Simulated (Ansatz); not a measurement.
## Pb: band structure with PBEsol

The system is Pb.

```
Pb
1.0
     3.03861   -1.75032    0.00000
     3.03861    1.75032    0.00000
    -2.11546    0.00000    6.09522
Pb
2
Direct
  0.90851 0.90851 0.72629
  0.09149 0.09149 0.27371
```

This isn't the form of Pb at room conditions, which is fcc.

```yaml
Program: Ansatz 0.2.0
Task: band structure
Functional: PBEsol
Potentials_or_basis: all-electron LAPW, scalar-relativistic
Cutoff: 174 eV (chosen from the basis error)
Basis_error_allowed: 0.001 eV/atom
k_mesh: 9 × 9 × 5
Occupations: fermi-dirac, width 0.05 eV
Spin: no spin polarisation
```

The pressure is -1.8 GPa, the largest force is 0.137 eV/Å and the band gap along the path is none (metal or under the smearing width).

Forces on the atoms (eV/Å):
```
Pb   0.027  0.000 -0.134
Pb  -0.027  0.000  0.134
```

Stress tensor (GPa, compression positive):
```
-1.74  0.00  0.00
 0.00 -1.73  0.00
 0.00  0.00 -1.83
```

Levels at the corners of the path, in eV from the Fermi level:
| point | band 34 | band 35 | band 36 | band 37 | band 38 | band 39 |
| --- | --- | --- | --- | --- | --- | --- |
| Γ | -8.35 | -3.97 | 6.25 | 6.45 | 6.50 | 6.55 |
| Y | -7.57 | -3.17 | -2.78 | 1.97 | 2.41 | 2.84 |
| F | -7.33 | -3.51 | -2.16 | 1.21 | 2.53 | 3.61 |
| L | -6.53 | -3.51 | -2.33 | 0.15 | 3.11 | 3.36 |
| I | -6.75 | -2.15 | -2.06 | -0.96 | 0.07 | 1.91 |

Run time: 82 s on 1 thread of Intel(R) Xeon(R) Processor @ 2.50GHz (Skylake/Cascade Lake), on a shared host, peak memory 0.51 GiB.

Caveat: spin-orbit coupling is left out, which moves the levels of the heavy elements.
